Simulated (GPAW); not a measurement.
**Dielectric function and optical constants of ZnS**

Aim: the dielectric function of ZnS, and the optical constants that follow from it. The cell comes from an older database entry, whose edges can differ from later determinations, mostly by under a per cent.

Method: DFT, PBE, plane-wave PAW (GPAW data sets), scalar-relativistic, RPA, optical limit, in GPAW 26.7.0.

The database entry behind the starting cell differs from later determinations by our own check (about 0.1 % short), so it need not match the best structure at ambient conditions.

## (1) Set-up

The structure is cubic, space group F-43m (No. 216). The conventional cell has a = 5.404 Å, b = 5.404 Å, c = 5.404 Å, α = 90.00°, β = 90.00°, γ = 90.00°. Nearest to Zn lie 4 S at 2.34 Å. Nearest to S lie 4 Zn at 2.34 Å. Farther neighbours and most contacts between anions are not listed.

## (2) Ground state

First the ground state: is it a metal or has it a gap?

This step: DFT, PBE, plane-wave PAW (GPAW data sets), scalar-relativistic, ground state (GPAW 26.7.0).

gs.py

```python
from ase import Atoms
from ase.dft.bandgap import bandgap
from gpaw import GPAW, PW, FermiDirac

atoms = Atoms(['Zn', 'S'],
              cell=[[0.000000000000, 2.702000000000, 2.702000000000],
                    [2.702000000000, 0.000000000000, 2.702000000000],
                    [2.702000000000, 2.702000000000, 0.000000000000]],
              scaled_positions=[[0.750000000000, 0.750000000000, 0.750000000000],
                                [0.000000000000, 0.000000000000, 0.000000000000]],
              pbc=[True, True, True])
atoms.calc = GPAW(mode=PW(500), xc='PBE', kpts={'size': (7, 7, 7), 'gamma': True},
                  occupations=FermiDirac(0.05), maxiter=150, txt='gs.txt')
print('energy (eV)', atoms.get_potential_energy())
print('Fermi level (eV)', atoms.calc.get_fermi_level())
print('valence electrons', atoms.calc.get_number_of_electrons())
print('gap (eV)', bandgap(atoms.calc, output=None)[0])
print('direct gap (eV)', bandgap(atoms.calc, direct=True, output=None)[0])
atoms.calc.write('gs.gpw')
```

On the command line:

```sh
OMP_NUM_THREADS=1 python gs.py
```

Numbers of over 12 decimals in the logs are rounded to 6 here.

What it wrote:

```text
__  _  _
 | _ |_)|_||  |
 |__||  | ||/\| - 26.7.0

Versions:
  Python: 3.12.14
  ASE:    3.29.0
  Numpy:  2.5.5
  Scipy:  1.18.1
  Libxc:  7.0.0

Input parameters:
  mode=PW(ecut=500.0),
  kpts=MonkhorstPack(size=(7, 7, 7), gamma=True),
  maxiter=150,
  occupations=Occupations(name='fermi-dirac', width=0.05, fixmagmom=False),
  xc=XC(name='PBE')

Diagonalizing LCAO Hamiltonian
Converting LCAO to pw mode

                    Zn

       S

Atoms  # Å, Bohr magnetons
|   | symbol |        x |        y |        z |    initial magnetic moments |
| 0 |     Zn | 4.053000 | 4.053000 | 4.053000 | ( 0.0000,  0.0000,  0.0000) |
| 1 |      S | 0.000000 | 0.000000 | 0.000000 | ( 0.0000,  0.0000,  0.0000) |

Unit cell  # Å
| periodic |        x |        y |        z |  lengths |    angles |
|      yes | 0.000000 | 2.702000 | 2.702000 | 3.821205 | 60.000000 |
|      yes | 2.702000 | 0.000000 | 2.702000 | 3.821205 | 60.000000 |
|      yes | 2.702000 | 2.702000 | 0.000000 | 3.821205 | 60.000000 |

Number of symmetries: 24
Symmetry operations  # r_c * U_cc + t_c -> r_c
|    | kind |            matrix            |
|  0 |  E   |  1, 0, 0,  0, 1, 0,  0, 0, 1 |
|  1 |  σ   |  1, 0, 0,  0, 0, 1,  0, 1, 0 |
|  2 |  σ   |  1, 0,-1,  0, 1,-1,  0, 0,-1 |
|  3 |  C3  |  1, 0,-1,  0, 0,-1,  0, 1,-1 |
|  4 |  C3  |  1,-1, 0,  0,-1, 1,  0,-1, 0 |
|  5 |  σ   |  1,-1, 0,  0,-1, 0,  0,-1, 1 |
|  6 |  σ   |  0, 1, 0,  1, 0, 0,  0, 0, 1 |
|  7 |  C3  |  0, 1, 0,  0, 0, 1,  1, 0, 0 |
|  8 |  C2  |  0, 1,-1,  1, 0,-1,  0, 0,-1 |
|  9 |  S4  |  0, 1,-1,  0, 0,-1,  1, 0,-1 |
| 10 |  C3  |  0, 0, 1,  1, 0, 0,  0, 1, 0 |
| 11 |  σ   |  0, 0, 1,  0, 1, 0,  1, 0, 0 |
| 12 |  S4  |  0, 0,-1,  1, 0,-1,  0, 1,-1 |
| 13 |  C3  |  0, 0,-1,  0, 1,-1,  1, 0,-1 |
| 14 |  S4  |  0,-1, 1,  1,-1, 0,  0,-1, 0 |
| 15 |  C2  |  0,-1, 1,  0,-1, 0,  1,-1, 0 |
| 16 |  C3  |  0,-1, 0,  1,-1, 0,  0,-1, 1 |
| 17 |  S4  |  0,-1, 0,  0,-1, 1,  1,-1, 0 |
| 18 |  S4  | -1, 1, 0, -1, 0, 1, -1, 0, 0 |
| 19 |  C3  | -1, 1, 0, -1, 0, 0, -1, 0, 1 |
| 20 |  C3  | -1, 0, 1, -1, 1, 0, -1, 0, 0 |
| 21 |  S4  | -1, 0, 1, -1, 0, 0, -1, 1, 0 |
| 22 |  σ   | -1, 0, 0, -1, 1, 0, -1, 0, 1 |
| 23 |  C2  | -1, 0, 0, -1, 0, 1, -1, 1, 0 |

BZ-sampling:
  Number of BZ points: 343
  Number of IBZ points: 20

  Monkhorst-Pack size: [7, 7, 7]
  Monkhorst-Pack shift: [0, 0, 0]

K-points  # in reciprocal-cell coordinates
|     |                                coordinates |     weight |
|   0 | (  0.00000000,   0.00000000,   0.00000000) | 0.00291545 |
|   1 | (  0.14285714,   0.14285714,   0.00000000) | 0.01749271 |
|   2 | (  0.14285714,   0.14285714,   0.14285714) | 0.02332362 |
|   3 | (  0.28571429,   0.14285714,   0.14285714) | 0.03498542 |
|   4 | (  0.28571429,   0.28571429,   0.00000000) | 0.01749271 |
|   5 | (  0.28571429,   0.28571429,   0.14285714) | 0.06997085 |
|   6 | (  0.28571429,   0.28571429,   0.28571429) | 0.02332362 |
|   7 | (  0.42857143,  -0.28571429,  -0.28571429) | 0.03498542 |
|   8 | (  0.42857143,   0.28571429,  -0.42857143) | 0.13994169 |
|   9 | (  0.42857143,   0.28571429,  -0.28571429) | 0.06997085 |
| ... |                                            |            |
|  19 | (  0.42857143,   0.42857143,   0.42857143) | 0.02332362 |

Plane wave coefficients: 1011
Cutoff: 500.0 eV

Spin-components: 1 (collinear spins)
Bands:           13
Projectors:      11
Spin-degeneracy: 2
Datatype:        complex128

Parallelization:
  kpt:    1
  domain: 1
  band:   1

Density:
  Valence electrons: 18.0
  Components: 1
  Grid points: [20 20 20]
  Charge: 0.0  # |e|

Potential:
  Grid points: [20 20 20]

species:
  Zn:
    name:    Zinc
    id:
    Z:       30.0
    valence: 12
    core:    18
    charge:  0.0  # [|e|]
    compensation charges:
      type: gauss
      rc: 0.37  # [Å]
      lmax: 2
    cutoffs:
      filter: 2.14  # [Å]
      core: 2.28  # [Å]
    projectors
    | kind |    occ | energy [eV] | rcut [Å] |
    |   4s |  2.000 |      -5.977 |    1.286 |
    |   4p |  0.000 |      -1.117 |    1.270 |
    |   3d | 10.000 |     -10.142 |    1.180 |
    |    s |        |      21.234 |    1.286 |
    |    p |        |      26.095 |    1.270 |
    |    d |        |      17.070 |    1.180 |

    Using partial waves for Zn as LCAO basis

  S:
    name:    Sulfur
    id:
    Z:       16.0
    valence: 6
    core:    10
    charge:  0.0  # [|e|]
    compensation charges:
      type: gauss
      rc: 0.24  # [Å]
      lmax: 2
    cutoffs:
      filter: 1.77  # [Å]
      core: 1.66  # [Å]
    projectors
    | kind |    occ | energy [eV] | rcut [Å] |
    |   3s |  2.000 |     -17.254 |    0.974 |
    |   3p |  4.000 |      -7.008 |    0.979 |
    |    s |        |       9.957 |    0.974 |
    |    p |        |      20.203 |    0.979 |
    |    d |        |       0.000 |    0.900 |

    Using partial waves for S as LCAO basis

Reference energy: -59718.946550  # eV

eigensolver:
  PPCG
  Converge bands: occupied
  niter=2

density mixing:
  MSR1-Mixer
  Pratt-step length: 0.05
  Maximum mixing coefficient: 0.75
  Old densities: 10
  SVD Regularization: 0.005
  Good broyden scale: 1.0
  Trust region scale: 1.0
  Backstep threshold: 4.0
  History deletion threshold: 6.0
  Fourier metric: weight=20.0, sigma=0.015

occupation numbers:
  Fermi-Dirac:
    width: 0.0500  # eV

poisson solver:
  ecut: 4000.0  # eV

xc functional:
  name: PBE with 2 nearest neighbor stencil

convergence criteria:
- Maximum [total energy] change in last 3 cyles: 0.0005 eV / valence electron
- Maximum integral of absolute [dens]ity change: 0.0001 electrons / valence electron
- Maximum integral of absolute [eigenst]ate change: 4e-08 eV^2 / valence electron
maximum number of iterations: 150

SCF iterations
|iter     |      energy | eigst |  dens |
|iter:   1||   -7.268866 | +0.38 |       |
|iter:   2||   -7.197794 | -0.75 | -1.18 |
|iter:   3||   -6.913783 | -1.20 | -1.23 |
|iter:   4||   -6.913721 | -2.25 | -1.79 |
|iter:   5||   -6.915284c| -3.30 | -2.22 |
|iter:   6||   -6.915181c| -3.77 | -2.79 |
|iter:   7||   -6.915210c| -4.39 | -3.46 |
|iter:   8||   -6.915218c| -4.99 | -3.79 |
|iter:   9||   -6.915218c| -7.50c| -4.83c|

Converged in 9 steps
SCF loop duration: 2.478 s (0.275 s/step)
Energy contributions relative to reference atoms: (reference = -59718.946550)

Energy contributions:
  Kinetic:          11.044097
  Coulomb:          -9.336289
  Zero:              0.029279
  External:          0.000000
  Xc:               -8.652305
  Entropy:          -0.000000
  Spinorbit:         0.000000
  ----------------------------
  Free energy:      -6.915218
  Extrapolated:     -6.915218

dipole moment: (-14.581142, -14.581142, -14.581142)  # |e|*Ang

Fermi level: 4.698
Eigenvalues  # (at kpt = [0.000, 0.000, 0.000])
| band index |      eig [eV] | occ [0-2] |
|          0 |        -9.385 |     2.000 |
|          1 |        -2.562 |     2.000 |
|          2 |        -2.562 |     2.000 |
|          3 |        -2.562 |     2.000 |
|          4 |        -2.068 |     2.000 |
|          5 |        -2.068 |     2.000 |
|          6 |         3.753 |     2.000 |
|          7 |         3.753 |     2.000 |
|          8 |         3.753 |     2.000 |
|          9 |         5.858 |     0.000 |
|         10 |        10.123 |     0.000 |
|         11 |        10.123 |     0.000 |
|         12 |        10.123 |     0.000 |

Gap: 2.105 eV
Transition (v -> c):
  (s=0, k=0, n=8, [0.00, 0.00, 0.00]) -> (s=0, k=0, n=9, [0.00, 0.00, 0.00])
No difference between direct/indirect transitions

--- standard output ---
energy (eV) -6.915218
Fermi level (eV) 4.697778
valence electrons 18.0
gap (eV) 2.105289
direct gap (eV) 2.105289
```

Elapsed: 4.1 s, on 1 thread of Intel Xeon Platinum 8375C at 2.90GHz (Ice Lake), shared host; peak memory 0.14 GiB.

Read-outs, printed or worked out from the files:

```
energy                 : -6.915 eV
Fermi energy           : 4.698 eV
gap on the k-mesh      : 2.105 eV
direct gap on the mesh : 2.105 eV
electrons              : 18
```

There is a gap, 2.11 eV on this mesh (points off the mesh can give less), so no carriers' term is needed.

## (3) Bands for the response

At the fixed density, many empty bands are solved on the mesh of the response, since the spectrum sums over them.

This step: DFT, PBE, plane-wave PAW (GPAW data sets), scalar-relativistic, bands at fixed density (GPAW 26.7.0).

nscf.py

```python
from ase.dft.bandgap import bandgap
from gpaw import GPAW, FermiDirac

calc = GPAW('gs.gpw').fixed_density(kpts={'size': (11, 11, 11), 'gamma': True}, nbands=36, convergence={'bands': 30},
                                    occupations=FermiDirac(0.001), txt='nscf.txt')
print('gap (eV)', bandgap(calc, output=None)[0])
print('direct gap (eV)', bandgap(calc, direct=True, output=None)[0])
print('top band over the Fermi level (eV)', min(calc.get_eigenvalues(kpt=k)[29] for k in range(len(calc.get_ibz_k_points()))) - calc.get_fermi_level())
calc.write('full.gpw', mode='all')
```

On the command line:

```sh
OMP_NUM_THREADS=1 python nscf.py
```

What it wrote:

```text
Diagonalizing LCAO Hamiltonian
Converting LCAO to pw mode
convergence criteria:
- Maximum integral of absolute [eigenst]ate change: 4e-08 eV^2 / valence electron
maximum number of iterations: 150

SCF iterations
|iter     |      energy | eigst |  dens |
|iter:   1||             | +3.32 |       |
|iter:   2||             | +2.07 |       |
|iter:   3||             | +0.61 |       |
|iter:   4||             | -0.51 |       |
|iter:   5||             | -1.35 |       |
|iter:   6||             | -2.09 |       |
|iter:   7||             | -2.94 |       |
|iter:   8||             | -3.69 |       |
|iter:   9||             | -4.56 |       |
|iter:  10||             | -5.37 |       |
|iter:  11||             | -6.18 |       |
|iter:  12||             | -6.90 |       |
|iter:  13||             | -7.45c|       |
SCF steps: 13
  __  _  _
 | _ |_)|_||  |
 |__||  | ||/\| - 26.7.0

Versions:
  Python: 3.12.14
  ASE:    3.29.0
  Numpy:  2.5.5
  Scipy:  1.18.1
  Libxc:  7.0.0

Input parameters:
  mode=PW(ecut=500.0),
  convergence={'bands': 30},
  gpts=array([20, 20, 20]),
  kpts=MonkhorstPack(size=(11, 11, 11), gamma=True),
  maxiter=150,
  nbands=36,
  occupations=Occupations(name='fermi-dirac', width=0.001, fixmagmom=False),
  parallel={},
  xc=XC(name='PBE')

--- standard output ---
gap (eV) 2.105289
direct gap (eV) 2.105289
top band over the Fermi level (eV) 30.060649
```

The job ended after 21 s (1 thread; peak memory 0.19 GiB).

## (4) Dielectric function, RPA

Transitions between filled and empty bands, summed over the zone, give the optical response, so mesh, band count and broadening shape it.

The induced potential is part of this response.

This step: DFT, PBE, plane-wave PAW (GPAW data sets), scalar-relativistic, RPA, optical limit (GPAW 26.7.0).

df.py

```python
from gpaw.response.df import DielectricFunction

df = DielectricFunction('full.gpw', frequencies={'type': 'nonlinear', 'domega0': 0.03, 'omega2': 8},
                        ecut=50,
                        eta=0.15,
                        nbands=30,
                        txt='df.txt')
for direction in ['x', 'z']:
    df.get_dielectric_function(xc='RPA', direction=direction, filename=f'df_{direction}.csv')
```

On the command line:

```sh
OMP_NUM_THREADS=1 python df.py
```

What it wrote:

```text
Using integrator: PointIntegrator
NonLinearFrequencyDescriptor(from 0.000 to 47.611 eV, 459 points)
Nonperiodic BCs:  [False False False]
Using integrator: PointIntegrator
NonLinearFrequencyDescriptor(from 0.000 to 47.611 eV, 459 points)
Nonperiodic BCs:  [False False False]

Calculating chi0 body with:
    Ground state adapter containing:
    Number of spins: 1
    Number of kpoints: 1331
    Number of irreducible kpoints: 56
    Number of completely occupied states: 9
    Number of partially occupied states: 9

    Linear response parametrization:
    q_c: [0.0, 0.0, 0.0]
    Number of frequency points: 459
    Planewave cutoff: 50.0
    Number of bands: 30
    Number of planewaves: 27
    Broadening (eta): 0.15

Integrating chi0 body.

Symmetries of q_c:
    Direct symmetries (Uq -> q): 24
    Indirect symmetries (TUq -> q): 24
In total 48 allowed symmetries.

56 groups of equivalent kpoints. 95.792637% reduction.

Integral kind: spectral function

Calculating chi0 optical extensions with:
    Ground state adapter containing:
    Number of spins: 1
    Number of kpoints: 1331
    Number of irreducible kpoints: 56
    Number of completely occupied states: 9
    Number of partially occupied states: 9

    Linear response parametrization:
    Number of frequency points: 459
    Planewave cutoff: 50.0
    Number of bands: 30
    Number of planewaves: 27
    Broadening (eta): 0.15
Integrating chi0 head and wings.

Symmetries of q_c:
    Direct symmetries (Uq -> q): 24
    Indirect symmetries (TUq -> q): 24
In total 48 allowed symmetries.

56 groups of equivalent kpoints. 95.792637% reduction.

Integral kind: spectral function wings
```

The job ended after 4.8 s (1 thread; peak memory 0.23 GiB).

Read-outs, printed or worked out from the files:

- electronic dielectric constant ε∞, mean over x, y and z (by symmetry where fewer were run): 5.633
- main peak of Im epsilon, first axis: 5.948 eV

The Im ε, E ∥ x or z has structure finer than the step of the table below, so its rows give means over 0.5 eV, whole bins alone (the curve runs from 0 to 14.0 eV). Peaks (eV: height): 4.70: 6.62, 5.97: 10.0, 7.97: 6.30.

Values under the direct gap are tails of Lorentzian lines. Table of Im ε, E ∥ x or z by photon energy; means over each step:

photon energy (eV), Im ε, E ∥ x or z and a bar:
```
      0.5        0.0 
      1.0        0.1 
      1.5        0.1 
      2.0        0.4 #
      2.5        0.9 ###
      3.0        1.4 ####
      3.5        2.1 #######
      4.0        3.9 #############
      4.5        5.3 #################
      5.0        5.3 #################
      5.5        6.8 ######################
      6.0        9.3 ##############################
      6.5        8.8 ############################
      7.0        4.9 ################
      7.5        5.4 #################
      8.0        5.8 ###################
      8.5        4.6 ###############
      9.0        3.7 ############
      9.5        3.1 ##########
     10.0        2.3 #######
     10.5        2.4 ########
     11.0        2.1 #######
     11.5        1.7 #####
     12.0        1.6 #####
     12.5        1.5 #####
     13.0        1.4 ####
     13.5        1.1 ###
```

Table of Re ε, E ∥ x or z by photon energy:

photon energy (eV), Re ε, E ∥ x or z and a bar from the least value:
```
      0.0       5.63 ######################
      0.5       5.68 ######################
      1.0       5.81 #######################
      1.5       6.09 ########################
      2.0       6.61 #########################
      2.5       7.17 ###########################
      3.0       7.13 ###########################
      3.5       7.83 #############################
      4.0       8.11 ##############################
      4.5       8.14 ##############################
      5.0       5.75 #######################
      5.5       6.86 ##########################
      6.0       3.59 ################
      6.5      -0.24 ####
      7.0      -0.35 ####
      7.5       1.16 ########
      8.0      -0.28 ####
      8.5      -1.21 #
      9.0      -1.51 
      9.5      -1.46 
     10.0      -1.03 #
     10.5      -0.57 ###
     11.0      -0.91 ##
     11.5      -0.75 ##
     12.0      -0.49 ###
     12.5      -0.74 ##
     13.0      -0.61 ###
     13.5      -0.60 ###
```

The reflectivity at normal incidence, E ∥ x or z has structure finer than the step of the table below, so its rows give means over 0.5 eV, whole bins alone (the curve runs from 0 to 14.0 eV). Peaks (eV: height): 4.61: 29.6, 6.60: 43.2, 8.89: 40.4, 9.55: 38.8, 11.25: 34.6, 12.50: 32.3, 13.43: 35.3.

Reflectivity at normal incidence, E ∥ x or z against photon energy; means over each step:

```tsv
photon energy (eV)	reflectivity at normal incidence, E ∥ x or z (%)
0.5	16.7
1.0	17.1
1.5	18.0
2.0	19.2
2.5	20.7
3.0	21.1
3.5	23.3
4.0	26.1
4.5	27.8
5.0	25.7
5.5	29.9
6.0	35.7
6.5	40.7
7.0	32.1
7.5	28.6
8.0	34.6
8.5	36.1
9.0	37.5
9.5	36.9
10.0	33.8
10.5	29.3
11.0	33.2
11.5	32.2
12.0	27.6
12.5	30.6
13.0	29.5
13.5	32.0
```

Values under the direct gap are tails of Lorentzian lines. The Im ε, E ∥ x or z by photon energy; read off at these points:

```tsv
photon energy (eV)	without local fields	with local fields
0.000	0	0
0.250	0.0139	0.0127
0.500	0.0286	0.0262
0.750	0.0448	0.0412
1.000	0.0640	0.0592
1.250	0.0887	0.0827
1.500	0.125	0.118
1.750	0.199	0.193
2.000	0.469	0.471
2.250	0.517	0.516
2.500	0.715	0.713
2.750	1.60	1.63
3.000	1.28	1.28
3.250	1.68	1.68
3.500	2.02	2.00
3.750	2.58	2.51
4.000	4.74	4.58
4.250	4.02	3.82
4.500	5.86	5.45
4.654	7.01	6.60
4.750	6.78	6.44
5.000	5.36	5.01
5.250	5.70	4.97
5.500	8.56	6.99
5.750	10.8	8.22
5.918	13.1	10.00
5.969	13.0	10.0
6.000	12.7	9.83
6.250	12.1	9.30
6.500	11.6	9.49
6.750	7.59	6.24
7.000	6.31	4.61
7.250	6.98	4.43
7.500	9.03	5.73
7.750	7.87	5.53
8.000	7.71	6.29
8.250	5.88	5.02
8.500	5.05	4.54
8.750	4.79	4.49
9.000	3.53	3.45
9.250	3.48	3.31
9.500	3.09	3.24
9.750	2.60	2.56
10.000	2.49	2.33
10.250	2.54	2.22
10.500	2.80	2.46
10.750	2.38	2.40
11.000	2.03	2.14
11.250	1.70	1.86
11.500	1.68	1.76
11.750	1.52	1.54
12.000	1.66	1.63
12.250	1.59	1.72
12.500	1.23	1.51
12.750	1.19	1.35
13.000	1.10	1.34
13.250	1.06	1.34
13.500	0.863	0.997
13.750	0.982	0.993
```

Values under the direct gap are tails of Lorentzian lines. The loss function −Im 1/ε at q → 0, E ∥ x or z by energy loss; read off at these points:

energy loss (eV), loss function −Im 1/ε at q → 0, E ∥ x or z and a bar:
```
     0.00      0.000 
     0.50      0.001 
     1.00      0.002 
     1.50      0.003 
     2.00      0.011 
     2.50      0.014 
     3.00      0.024 #
     3.50      0.031 #
     4.00      0.053 ##
     4.50      0.057 ##
     5.00      0.086 ###
     5.50      0.073 ##
     6.00      0.090 ###
     6.50      0.105 ###
     7.00      0.216 #######
     7.50      0.168 ######
     8.00      0.158 #####
     8.50      0.206 #######
     9.00      0.244 ########
     9.50      0.256 ########
    10.00      0.359 ############
    10.50      0.386 #############
    11.00      0.397 #############
    11.50      0.480 ################
    12.00      0.564 ###################
    12.50      0.534 ##################
    13.00      0.620 #####################
    13.50      0.739 ########################
    13.77      0.905 ##############################
```

From ε follow the optical constants at some laser and lamp lines:

```tsv
wavelength (nm)	n	k	R (%)	1/α
1550	2.40	0.009	16.9	13 µm
1064	2.43	0.015	17.3	5.6 µm
800	2.48	0.026	18.0	2.5 µm
450	2.63	0.307	20.8	117 nm
405	2.70	0.259	21.5	124 nm
365	2.76	0.327	22.5	89 nm
248	2.59	0.969	25.0	20 nm
```

Below the direct gap, k and the depth come from the tails of the Lorentzian lines, not from transitions.

Rows near the edge hang on the gap, which this functional as a rule makes too small, and phonon-assisted absorption is left out.

## (5) Outcome

```yaml
electronic_dielectric_constant_eps_infinity_mean_over_x_y_and_z_by_symmetry_where_fewer_were_run_rpa: 5.63
main_peak_of_im_epsilon_first_axis: 5.95 eV
```

In words: At this level (PBE, RPA) ZnS has ε∞ = 5.63 and n = 2.40 at 1550 nm, and Im ε peaks at 5.9 eV. On the mesh the gap is 2.11 eV and the least direct gap 2.11 eV. Local fields change the static value along x from 6.27 to 5.63 (-10 %). Distinct maxima of Im ε, read by a parabola through the highest points, lie at 4.68 eV (6.6), 5.95 eV (10), 6.40 eV (9.8) and 7.99 eV (6.3). Excitons and phonon-assisted transitions are missing; PBE gaps are as a rule too small, which pulls the onset down and ε∞ up. The sum runs over mesh points, so small or evenly spaced maxima can still be ripples of the mesh. In this version of GPAW the matrix elements of the optical limit are incomplete, which can lower ε − 1 by up to a tenth where first-row anions or d states rule, and shift it by more in d metals.

[Machine, clock and banner lines and Python warnings are left out of the logs.]

[Logs are printed without paths, hosts, clocks, repeated set-up lines and the standing remarks that a program may print on its own settings, such as how far it seeks lower states.]

[Hosts, paths, dates, database ids (printed as entryN), source tags and the programs' standing remarks are cut or masked in the printed files.]
